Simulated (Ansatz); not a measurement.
**TaN: stress in a strained cell**

TaN is deformed so: equal xy, yz and zx engineering shear strains of -2 %. What stress and forces result, by LAPW, PAW and all-electron datasets made for the crystal?

Method: DFT PBEsol, scalar-relativistic, in Ansatz 0.2.0.

## (1) Starting point

It takes space group Fm-3m (No. 225, cubic). Conventional cell: a = 4.358 Å, b = 4.358 Å, c = 4.358 Å, α = 90.00°, β = 90.00°, γ = 90.00°. Ta (site symmetry m-3m) has 6 N at 2.18 Å as nearest neighbours. N (site symmetry m-3m) is surrounded by 6 Ta at 2.18 Å.

Structure file:

```
CELL_PARAMETERS angstrom
0.00000 2.17900 2.17900
2.17900 0.00000 2.17900
2.17900 2.17900 0.00000
ATOMIC_POSITIONS crystal
Ta 0.50000 0.50000 0.50000
N 0.00000 0.00000 0.00000
```

Atoms are numbered in the order of the input: Ta1, N2.

## (2) The deformed structure

Space group Fm-3m before, R-3m after.

## (3) LAPW, all electrons

input.yaml reads:

```yaml
crystal:
  lattice:
    - [-0.04358, 2.15721, 2.15721]
    - [2.15721, -0.04358, 2.15721]
    - [2.15721, 2.15721, -0.04358]
  atoms:
    - { symbol: Ta, position: [0.5, 0.5, 0.5] }
    - { symbol: "N", position: [0.0, 0.0, 0.0] }
kpoints:
  mp_grid: { grid: [9, 9, 9] }
  band_path:
    path:
      - [0.0, 0.0, 0.0]
      - [0.5, 0.5, 0.5]
      - [0.2551801333, 0.5, 0.7448198667]
      - [-0.2551801333, 0.2551801333, 0.5]
      - [0.0, 0.0, 0.5]
      - [0.0, 0.0, 0.0]
      - [-0.3775900666, 0.0, 0.3775900666]
      - [0.0, 0.3775900666, 0.6224099334]
      - [0.0, 0.5, 0.5]
    npoints: 5
scf:
  occupations: { method: fermi_dirac, width: 0.02 }
hamiltonian:
  xc: pbesol
  pseudopotentials: { kind: all_electron, lapw: { basis_error: 0.0005 } }
output:
  forces: true
  stress: true
  eigenvalues: true
```

Run with:

```
$ ansatz run input.yaml --threads 1 --pin off --max-ram 3072MiB --backend cpu --events-out ev --progress --plain --runs-dir out
```

The log of the run (excerpt; [...] marks lines left out):

```text
LAPW: plane waves up to 10.201 Å⁻¹, error target 5.0e-4 eV per atom; small_component_spin mean_spin; N in spheres of 0.923 Å, 7 of its electrons in bands, Dirac shells []; Ta in spheres of 1.256 Å, 43 of its electrons in bands, Dirac shells []
[...]
Pseudopotentials: kind: all_electron
Pseudopotential: Ta, LAPW, valence charge 43, Koelling and Harmon's equation, gaussian nucleus
Pseudopotential: N, LAPW, valence charge 7, Koelling and Harmon's equation, gaussian nucleus
Functional definition: PBEsol
[...]
Crystal: 2 atoms, lattice volume = 20.686 Å³
Basis set: ecut = 396.50080371452543 eV, 351 PW (Γ), exchange–correlation at level 2
Bands: 30, of which v1, the nominal top of the filled ones, is band 25 counted from 1 (24 counted from 0)
Symmetry: 12 space group operations
Space group: R-3m (ITA 166), of the structure as read, at distance tolerance 2.7e-5 Å
k-points: 85 of 729
[...]
SCF iter   1: F=—  HF=-425931.733540 eV  |F-HF|=—  |Δ(HF+E_count)|=         —  Δρ=1.26e-1  dr2=3.89e0  ethr=7.79e-3  ⟨swp⟩=2.0  Hψ=16234  notcnv=0
[...]
the basis was enlarged: its passes take 1.4 MiB over the memory plan, 1 of 1 planned eigensolver slots
[...]
SCF iter   7: F=-425930.060108 eV  HF=-425930.060108 eV  |F-HF|=1.54e-8  |Δ(HF+E_count)|=   1.79e-7  Δρ=9.53e-6  dr2=1.23e-8  ethr=1.37e-9  ⟨swp⟩=2.4  Hψ=7713  notcnv=0
[...]
NSCF: frozen V_eff on 41 k-points
SCF converged after 7 iterations
Free energy (F): -425930.060108 eV
[...]
E sigma→0 (E₀):  -425930.059640 eV
Entropy (-TS):   -0.000937 eV (-0.468 meV/atom)
Fermi energy:    27.476637 eV
[...]
--- Forces (eV/Å), atoms counted from 1 ---
  atom   1  Ta    -0.00000000    -0.00000000    -0.00000000
  atom   2  N     -0.00000000     0.00000000     0.00000000
[...]
--- Stress (GPa, compression-positive) ---
        4.460930       0.877243       0.877243
        0.877243       4.460930       0.877243
        0.877243       0.877243       4.460930
  P = ⅓ Tr σ = 4.4609 GPa (44.609 kbar)
--- Band table (eV; the first three rows and the last of 85) ---
[...]
```

Wall time 28 s (1 thread of Arm Neoverse V1, shared host); peak memory 0.47 GiB.

In short: pressure 4.46 GPa; no gap.

## (4) PAW on the default files

input.yaml reads:

```yaml
crystal:
  lattice:
    - [-0.04358, 2.15721, 2.15721]
    - [2.15721, -0.04358, 2.15721]
    - [2.15721, 2.15721, -0.04358]
  atoms:
    - { symbol: Ta, position: [0.5, 0.5, 0.5] }
    - { symbol: "N", position: [0.0, 0.0, 0.0] }
kpoints:
  mp_grid: { grid: [9, 9, 9] }
scf:
  occupations: { method: fermi_dirac, width: 0.02 }
hamiltonian:
  xc: pbesol
  pseudopotentials: { kind: paw }
output:
  forces: true
  stress: true
  eigenvalues: true
  efg: { contact_densities: true }
```

Run with:

```
$ ansatz run input.yaml --threads 1 --pin off --max-ram 3072MiB --backend cpu --events-out ev --progress --plain --runs-dir out
```

The log of the run (excerpt; [...] marks lines left out):

```text
Ta: output.efg is read without spin–orbit coupling, which moves field gradients at and beside such atoms by some per cent and up to a factor of two; PAW files take it under magnetization.noncollinear and magnetization.spin_orbit
[...]
Pseudopotentials: kind: paw
Pseudopotential: Ta, paw, valence charge 13, recommended cutoff 420 eV (normal)
Pseudopotential: N, paw, valence charge 5, recommended cutoff 420 eV (normal)
[... 1 set-up line as earlier in the session ...]
[...]
Crystal: 2 atoms, lattice volume = 20.686 Å³
Basis set: ecut = 420 eV, 411 PW (Γ), exchange–correlation on 48×48×48 points (8 copies of the dense FFT grid, shifted against one another)
Bands: 13, of which v1, the nominal top of the filled ones, is band 9 counted from 1 (8 counted from 0)
[... 2 set-up lines as earlier in the session ...]
k-points: 85 of 729
[...]
--- Forces (eV/Å), atoms counted from 1 ---
  atom   1  Ta     0.00000000    -0.00000000     0.00000000
  atom   2  N     -0.00000000     0.00000000    -0.00000000
[...]
--- Stress (GPa, compression-positive) ---
        4.510458       0.879305       0.879305
        0.879305       4.510458       0.879305
        0.879305       0.879305       4.510458
  P = ⅓ Tr σ = 4.5105 GPa (45.105 kbar)
--- PAW observables at the nuclei: V_zz in 10²¹ V/m², potentials from the cell's mean, atoms counted from 1 ---
  atom   1  Ta V_zz =    +0.205176   η = 0.0000   by run symmetry: allowed
            electrostatic potential = -14502.485767 V   contact ρ = 8144101.930645 e/Å³
  atom   2  N  V_zz =    -0.124449   η = 0.0000   by run symmetry: allowed
            electrostatic potential = -530.526837 V   contact ρ = 1403.566924 e/Å³
--- Band table (eV; the first three rows and the last of 85) ---
  k-point 0: bands = ["-47.1756", "-13.4351", "-13.4351", "-13.3771", "3.1678", "18.2527", "18.2527", "18.4217", "19.8130", "19.8130", "20.3002", "22.2475", "22.2475"]
[...]
```

Run time: 3.3 s. Hardware: 1 thread of Arm Neoverse V1, shared host; peak memory 0.35 GiB.

Read from it: pressure 4.51 GPa; no gap; Vzz Ta1 0.21 (η = 0.00), N2 -0.12 (η = 0.00) (10²¹ V/m²).

## (5) Datasets made for this crystal

input.yaml: that of step 4 with these lines changed.

```diff
@@ -14,3 +14,3 @@
   xc: pbesol
-  pseudopotentials: { kind: paw }
+  pseudopotentials: { kind: all_electron, datasets: crystal }
 output:
```

Run with:

```
$ ansatz run input.yaml --threads 1 --pin off --max-ram 3072MiB --backend cpu --events-out ev --progress --plain --runs-dir out
```

The log of the run (excerpt; [...] marks lines left out):

```text
[...]
band count auto-derived: 22 (N_el = 32.0; filled up to band 16; 20 by the electrons, moments and atoms)
Ta: output.efg is read without spin–orbit coupling, which moves field gradients at and beside such atoms by some per cent and up to a factor of two; PAW files take it under magnetization.noncollinear and magnetization.spin_orbit
[...]
[... 1 set-up line as earlier in the session ...]
Pseudopotential: Ta, paw, valence charge 27, recommended cutoff 480 eV (normal), Koelling and Harmon's equation, gaussian nucleus
Pseudopotential: N, paw, valence charge 5, recommended cutoff 480 eV (normal), Koelling and Harmon's equation, gaussian nucleus
[... 1 set-up line as earlier in the session ...]
[...]
Crystal: 2 atoms, lattice volume = 20.686 Å³
Basis set: ecut = 480 eV, 525 PW (Γ), exchange–correlation on 48×48×48 points (8 copies of the dense FFT grid, shifted against one another)
[...]
  atom   1  Ta    -0.00000000     0.00000000     0.00000000
  atom   2  N     -0.00000000     0.00000000     0.00000000
[...]
--- Stress (GPa, compression-positive) ---
        4.461418       0.877059       0.877059
        0.877059       4.461418       0.877059
        0.877059       0.877059       4.461418
  P = ⅓ Tr σ = 4.4614 GPa (44.614 kbar)
--- PAW observables at the nuclei: V_zz in 10²¹ V/m², potentials from the cell's mean, atoms counted from 1 ---
  atom   1  Ta V_zz =    +0.129395   η = 0.0000   by run symmetry: allowed
            electrostatic potential = -14499.496565 V   contact ρ = 8140120.914190 e/Å³
  atom   2  N  V_zz =    -0.122977   η = 0.0000   by run symmetry: allowed
            electrostatic potential = -529.738664 V   contact ρ = 1403.821566 e/Å³
--- Band table (eV; the first three rows and the last of 85) ---
  k-point 0: bands = ["-41.7650", "-8.0241", "-8.0241", "-7.9668", "6.4681", "6.4681", "6.4692", "6.5112", "6.5465", "6.5509", "6.5509", "8.5934", "23.6936", "23.6936", "23.8621", "25.2370", "25.2370", "25.7239", "27.6663", "27.6663", "29.4033"]
[...]
```

Run time: 16 s. Hardware: 1 thread of Arm Neoverse V1, shared host; peak memory 0.59 GiB.

In short: pressure 4.46 GPa; no gap; Vzz Ta1 0.13 (η = 0.00), N2 -0.12 (η = 0.00) (10²¹ V/m²).

## (6) Side by side

Stress (GPa, compression positive):

| method | xx | yy | zz | yz | xz | xy |
| --- | --- | --- | --- | --- | --- | --- |
| LAPW | 4.46 | 4.46 | 4.46 | 0.88 | 0.88 | 0.88 |
| PAW | 4.51 | 4.51 | 4.51 | 0.88 | 0.88 | 0.88 |
| crystal datasets | 4.46 | 4.46 | 4.46 | 0.88 | 0.88 | 0.88 |

| method | pressure (GPa) | Vzz Ta1 (10²¹ V/m²) | Vzz N2 (10²¹ V/m²) | SCF cycles, all passes |
| --- | --- | --- | --- | --- |
| LAPW | 4.46 | – | – | 7 |
| PAW | 4.51 | 0.21 | -0.12 | 6 |
| crystal datasets | 4.46 | 0.13 | -0.12 | 9 |

## (7) Results

```
                                 quantity                                           value
                                 pressure  LAPW 4.46, PAW 4.51, crystal datasets 4.46 GPa
largest shear or deviatoric stress (LAPW)                                        0.88 GPa
```

In words: The largest part of the stress beyond the pressure is 0.88 GPa in size; the atoms are carried along and not relaxed. No run of the undeformed cell stands beside it, so the pressure holds what the given cell had before the change. PAW: stress within 0.05 GPa of LAPW. Crystal datasets: stress within 0.01 GPa of LAPW. Spin-orbit coupling is left out, though the cell holds Ta; in elements this heavy it can shift bands and gaps by tenths of an eV.
